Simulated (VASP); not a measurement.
# ZnS (P6_3mc) in VASP: a series of runs

ZnS is run at these levels: PBE; tasks: single point.

All numbers are computed with VASP 6.6.1; they aren't measurements. Logs are shortened: lines on timing, memory, paths and dates and some standing lists are left out, and cuts for length are marked.

**What was measured.**

A printed reference work, monograph reports, for a bulk crystal of ZnS at 4 K: band gap 3.911 eV (direct).

How close the calculation comes is told below.

### Step 1. The cell of the first run

Symmetry: P6_3mc, No. 186, hexagonal system. The conventional cell has a = 3.679 Å, b = 3.679 Å, c = 6.019 Å, α = 90.00°, β = 90.00°, γ = 120.00°. Zn (site symmetry 3m) has 4 S at 2.23 to 2.32 Å within 3.0 Å. Within 3.0 Å of S (site symmetry 3m) lie 4 Zn at 2.23 to 2.32 Å.

### Step 2. Single point, PBE

Input file INCAR:

```
ALGO = Normal
EDIFF = 1E-6
ENCUT = 520
GGA = PE
ISIF = 2
ISMEAR = 0
LASPH = T
LCHARG = F
LREAL = F
LWAVE = F
NBANDS = 26
NELM = 100
PREC = Accurate
SIGMA = 0.05
```

Input file KPOINTS:

```
k-points
0
Gamma
  9 9 6
```

Input file POSCAR:

```
ZnS
1.0
    3.6794800447      0.0000000000      0.0000000000
   -1.8397400224      3.1865231914      0.0000000000
    0.0000000000      0.0000000000      6.0188608236
Zn S
2 2
Direct
    0.3333333333      0.6666666667      0.0000000000
    0.6666666667      0.3333333333      0.5000000000
    0.3333333333      0.6666666667      0.3850000000
    0.6666666667      0.3333333333      0.8850000000
```

Potentials or basis: VASP PAW PBE potentials, release 64 (Zn, S).

The run is started by

```console
$ cat potpaw_PBE.64/Zn/POTCAR potpaw_PBE.64/S/POTCAR > POTCAR
$ mpirun -np 1 vasp_std > vasp.out
```

OUTCAR:

```text
EDIFF = 1E-6
   ENCUT = 520
   GGA = PE
   ISIF = 2
   ISMEAR = 0
   LASPH = T
   LREAL = F
   NELM = 100
   PREC = Accurate

 ion  position               nearest neighbor table
   1  0.333  0.667  0.000-   4 2.23   4 2.23   4 2.23   3 2.32
   2  0.667  0.333  0.500-   3 2.23   3 2.23   3 2.23   4 2.32
   3  0.333  0.667  0.385-   2 2.23   2 2.23   2 2.23   1 2.32
   4  0.667  0.333  0.885-   1 2.23   1 2.23   1 2.23   2 2.32

  LATTYP: Found a hexagonal cell.
 ALAT       =     3.6794800447
 C/A-ratio  =     1.6357911309

  Lattice vectors:

 A1 = (   3.6794800447,   0.0000000000,   0.0000000000)
 A2 = (  -1.8397400224,   3.1865231914,   0.0000000000)
 A3 = (   0.0000000000,   0.0000000000,   6.0188608236)

Analysis of symmetry for initial positions (statically):
=====================================================================
 Subroutine PRICEL returns:
 Original cell was already a primitive cell.

 Routine SETGRP: Setting up the symmetry group for a
 hexagonal supercell.

 Subroutine GETGRP returns: Found 12 space group operations
 (whereof  6 operations were pure point group operations)
 out of a pool of 24 trial point group operations.

The static configuration has the point symmetry C_3v.
 The point group associated with its full space group is C_6v.

Analysis of symmetry for dynamics (positions and initial velocities):
=====================================================================
 Subroutine PRICEL returns:
 Original cell was already a primitive cell.

 Routine SETGRP: Setting up the symmetry group for a
 hexagonal supercell.

 Subroutine GETGRP returns: Found 12 space group operations
 (whereof  6 operations were pure point group operations)
 out of a pool of 24 trial point group operations.

The dynamic configuration has the point symmetry C_3v.
 The point group associated with its full space group is C_6v.

 Subroutine INISYM returns: Found 12 space group operations
 (whereof  6 operations are pure point group operations),
 and found     1 'primitive' translations

----------------------------------------------------------------------------------------

                                     Primitive cell

  volume of cell :      70.5696

  direct lattice vectors                    reciprocal lattice vectors
     3.679480045  0.000000000  0.000000000     0.271777530  0.156910830  0.000000000
    -1.839740022  3.186523191  0.000000000     0.000000000  0.313821661  0.000000000
     0.000000000  0.000000000  6.018860824     0.000000000  0.000000000  0.166144397

  length of vectors
     3.679480045  3.679480045  6.018860824     0.313821661  0.313821661  0.166144397

  position of ions in fractional coordinates (direct lattice)
     0.333333333  0.666666667  0.000000000
     0.666666667  0.333333333  0.500000000
     0.333333333  0.666666667  0.385000000
     0.666666667  0.333333333  0.885000000

  ion indices of the primitive-cell ions
   primitive index   ion index
                 1           1
                 2           2
                 3           3
                 4           4

----------------------------------------------------------------------------------------

 KPOINTS: k-points

Automatic generation of k-mesh.
 Grid dimensions read from file:
 generate k-points for:    9    9    6

 Generating k-lattice:

  Cartesian coordinates                     Fractional coordinates (reciprocal lattice)
     0.030197503  0.017434537  0.000000000     0.111111111 -0.000000000  0.000000000
     0.000000000  0.034869073  0.000000000     0.000000000  0.111111111  0.000000000
     0.000000000  0.000000000  0.027690733     0.000000000  0.000000000  0.166666667

  Length of vectors
     0.034869073  0.034869073  0.027690733

  Shift w.r.t. Gamma in fractional coordinates (k-lattice)
     0.000000000  0.000000000  0.000000000

 Subroutine IBZKPT returns following result:
 ===========================================

 Found     48 irreducible k-points:

 Following reciprocal coordinates:
            Coordinates               Weight
  0.000000  0.000000  0.000000      1.000000
  0.111111  0.000000  0.000000      6.000000
  0.222222  0.000000  0.000000      6.000000
  0.333333  0.000000  0.000000      6.000000
  0.444444  0.000000  0.000000      6.000000
  0.111111  0.111111  0.000000      6.000000
[... 16 lines left out ...]
  0.333333  0.222222  0.166667     24.000000
  0.333333  0.333333  0.166667      4.000000
 [... further k-points ...]
   k-points           NKPTS =     48   k-points in BZ     NKDIM =     48   number of bands    NBANDS=     26
   number of dos      NEDOS =    301   number of ions     NIONS =      4
   total plane-waves  NPLWV =  37632
   dimension x,y,z NGX =    28 NGY =   28 NGZ =   48
   dimension x,y,z NGXF=    56 NGYF=   56 NGZF=   96
   ions per type =               2   2
   NGX,Y,Z   is equivalent  to a cutoff of  12.65, 12.65, 13.26 a.u.
   NGXF,Y,Z  is equivalent  to a cutoff of  25.30, 25.30, 26.52 a.u.
 SYSTEM =  unknown system
   PREC   = accura    normal or accurate (medium, high low for compatibility)
   ISTART =      0    job   : 0-new  1-cont  2-samecut
   ICHARG =      2    charge: 1-file 2-atom 10-const
   ISPIN  =      1    spin polarized calculation?
   LNONCOLLINEAR =      F non collinear calculations
   LSORBIT =      F    spin-orbit coupling
   LASPH  =      T    aspherical Exc in radial PAW
   ENCUT  =  520.0 eV  38.22 Ry    6.18 a.u.   6.84  6.84 11.19*2*pi/ulx,y,z
   NELM   =    100;   NELMIN=  2; NELMDL= -5     # of ELM steps
   EDIFF  = 0.1E-05   stopping-criterion for ELM
   LREAL  =      F    real-space projection
   EDIFFG = 0.1E-04   stopping-criterion for IOM
   NSW    =      0    number of steps for IOM
   IBRION =     -1    ionic relax: 0-MD 1-quasi-New 2-CG
   NFREE  =      0    steps in history (QN), initial steepest desc. (CG)
   ISIF   =      2    stress and relaxation
   ISYM   =      2    0-nonsym 1-usesym 2-fastsym
   POTIM  = 0.5000    time-step for ionic-motion
   TEBEG  =    0.0;   TEEND  =   0.0 temperature during run
   PSTRESS=    0.0 pullay stress
   NELECT =      36.0000    total number of electrons
   NUPDOWN=      -1.0000    fix difference up-down
   EMIN   =  10.00;   EMAX   =-10.00  energy-range for DOS
   EFERMI =   0.00;   METHOD = LEGACY
   ISMEAR =     0;   SIGMA  =   0.05  broadening in eV -4-tet -1-fermi 0-gaus
   EFERMI_NEDOS =   21; number of points for ismear=-14 and -15
   IALGO  =     38    algorithm
   IMIX   =      4    mixing-type and parameters
     AMIX     =   0.40;   BMIX     =  1.00
     AMIX_MAG =   1.60;   BMIX_MAG =  1.00
  volume/ion in A,a.u.               =      17.64       119.06
  Fermi-wavevector in a.u.,A,eV,Ry     =   1.308086  2.471925 23.280788  1.711090
  Thomas-Fermi vector in A             =   2.438777
   LORBIT       =      0    0 simple, 1 ext, 2 COOP (PROOUT), +10 PAW based schemes
   GGA     = PE    functional components
   LHFCALC =     F    Hartree Fock is set to
   AEXX    =    0.0000 exact exchange contribution
   IVDW    =     0    specifies the selected vdW correction
   LEPSILON=     F    determine dielectric tensor
   LRPA    =     F    only Hartree local field effects (RPA)
 non-spin polarized calculation
 Gauss-broadening in eV      SIGMA  =   0.05
  energy-cutoff  :      520.00
  volume of cell :       70.57
 maximum number of plane-waves:      1923
 NGX is ok and might be reduce to    28
   NGX = 13   NGY = 13   NGZ = 23

 number of electron      36.0000033 magnetization

 Free energy of the ion-electron system (eV)
  ---------------------------------------------------
  ext. energy  EPLUGINS =         0.00000000
  ---------------------------------------------------
  free energy    TOTEN  =       -13.29566977 eV

  energy without entropy =      -13.29566977  energy(sigma->0) =      -13.29566977

 E-fermi :   3.4842     XC(G=0): -10.1577

 val. band max:        3.2129844233   @ k =   0.0000   0.0000   0.0000
 cond. band min:       5.9665637006   @ k =   0.0000   0.0000   0.0000
 fundamental gap:      2.7535792773
 Fermi energy:         3.4841598467

 k-point     1 :       0.0000    0.0000    0.0000
  band No.  band energies     occupation
      1     -10.7799      2.00000
      2      -9.6503      2.00000
      3      -3.6453      2.00000
      4      -3.6453      2.00000
      5      -3.5695      2.00000
      6      -3.5695      2.00000
[... 18 lines left out ...]
     25      10.8641      0.00000
     26      13.0661      0.00000

 k-point     2 :       0.1111    0.0000    0.0000
  band No.  band energies     occupation
      1     -10.6795      2.00000
      2      -9.5910      2.00000
      3      -3.6606      2.00000
      4      -3.6202      2.00000
      5      -3.5667      2.00000
      6      -3.5375      2.00000
[... 18 lines left out ...]
     25      11.3031      0.00000
     26      12.1594      0.00000

 k-point     3 :       0.2222    0.0000    0.0000
  band No.  band energies     occupation
      1     -10.4009      2.00000
      2      -9.4429      2.00000
      3      -3.6880      2.00000
      4      -3.5605      2.00000
      5      -3.5557      2.00000
      6      -3.4564      2.00000
[... 18 lines left out ...]
     25      11.5598      0.00000
     26      12.4341      0.00000

 k-point     4 :       0.3333    0.0000    0.0000
  band No.  band energies     occupation
      1     -10.0209      2.00000
      2      -9.2928      2.00000
      3      -3.6871      2.00000
      4      -3.5283      2.00000
      5      -3.5038      2.00000
      6      -3.3479      2.00000
[... 18 lines left out ...]
     25      12.0944      0.00000
     26      13.3854      0.00000

 k-point     5 :       0.4444    0.0000    0.0000
  band No.  band energies     occupation
      1      -9.6962      2.00000
      2      -9.2400      2.00000
      3      -3.6538      2.00000
      4      -3.4757      2.00000
      5      -3.4588      2.00000
      6      -3.2769      2.00000
[... 18 lines left out ...]
     25      12.5754      0.00000
     26      14.8393      0.00000

 k-point     6 :       0.1111    0.1111    0.0000
  band No.  band energies     occupation
      1     -10.4896      2.00000
      2      -9.4871      2.00000
      3      -3.6720      2.00000
      4      -3.5876      2.00000
      5      -3.5447      2.00000
      6      -3.5124      2.00000
[... 427 lines left out ...]
 k-point    21 :       0.4444    0.1111    0.1667
  band No.  band energies     occupation
      1      -9.5684      2.00000
      2      -9.2607      2.00000
      3      -3.6270      2.00000
      4      -3.4642      2.00000
      5      -3.4338      2.00000
      6      -3.2772      2.00000
[... 18 lines left out ...]
     25      13.0221      0.00000
     26      14.6965      0.00000

 k-point    22 :       0.2222    0.2222    0.1667
  band No.  band energies     occupation
      1      -9.7880      2.00000
      2      -9.2821      2.00000
      3      -3.5640      2.00000
      4      -3.5623      2.00000
      5      -3.4067      2.00000
      6      -3.3949      2.00000
[... 18 lines left out ...]
     25      11.7668      0.00000
     26      12.9309      0.00000

 k-point    23 :       0.3333    0.2222    0.1667
  band No.  band energies     occupation
      1      -9.5124      2.00000
      2      -9.2571      2.00000
      3      -3.5695      2.00000
      4      -3.4491      2.00000
      5      -3.3370      2.00000
      6      -3.2686      2.00000
[... 18 lines left out ...]
     25      12.7038      0.00000
     26      13.6696      0.00000

 k-point    24 :       0.3333    0.3333    0.1667
  band No.  band energies     occupation
      1      -9.3329      2.00000
      2      -9.3329      2.00000
      3      -3.5593      2.00000
      4      -3.3639      2.00000
      5      -3.3639      2.00000
      6      -3.2422      2.00000
[... 18 lines left out ...]
     25      13.4954      0.00000
     26      13.8988      0.00000

 [... further k-points ...]
[... 5 lines left out ...]
  --------------------------------------------------------------------------------------
  -------------------------------------------------------------------------------------
  Total        6.3135635      6.3135635      4.5792125     -0.0000000     -0.0000000      0.0000000
  in kB      143.3399660    143.3399659    103.9641354     -0.0000000     -0.0000000      0.0000000
  external PRESSURE =     130.2146891 kB  Pullay stress =       0.0000000 kB

 VOLUME and BASIS-vectors are now :
 -----------------------------------------------------------------------------
  energy-cutoff  :      520.00
  volume of cell :       70.57
      direct lattice vectors                 reciprocal lattice vectors
     3.679480045  0.000000000  0.000000000     0.271777530  0.156910830  0.000000000
    -1.839740022  3.186523191  0.000000000     0.000000000  0.313821661  0.000000000
     0.000000000  0.000000000  6.018860824     0.000000000  0.000000000  0.166144397

 POSITION                                       TOTAL-FORCE (eV/Angst)
 -----------------------------------------------------------------------------------
     -0.00000      2.12435      0.00000         0.000000      0.000000      0.466960
      1.83974      1.06217      3.00943        -0.000000     -0.000000      0.466960
     -0.00000      2.12435      2.31726        -0.000000      0.000000     -0.466960
      1.83974      1.06217      5.32669         0.000000      0.000000     -0.466960
 -----------------------------------------------------------------------------------
    total drift:                               -0.000000     -0.000000     -0.000076

  FREE ENERGIE OF THE ION-ELECTRON SYSTEM (eV)
  ---------------------------------------------------
  free  energy   TOTEN  =       -13.2956697726 eV

  energy  without entropy=      -13.2956697726  energy(sigma->0) =      -13.29566977
```

Run time: 59 s. Hardware: 1 thread of Intel Xeon Platinum 8488C (Sapphire Rapids), shared host; peak memory 0.22 GiB.

Results:

- Free energy: -13.2957 eV
- Pressure: 13.0 GPa
- Largest force: 0.467 eV/Å
- Band gap on the k mesh: 2.75 eV, direct

Forces in eV/Å, atoms in the order of the input:
```
Zn   0.000  0.000  0.467
Zn   0.000  0.000  0.467
S    0.000  0.000 -0.467
S    0.000  0.000 -0.467
```

Stress tensor (GPa, compression positive):
```
14.33  0.00  0.00
 0.00 14.33  0.00
 0.00  0.00 10.40
```

(Part 1 of 2 ends here.)
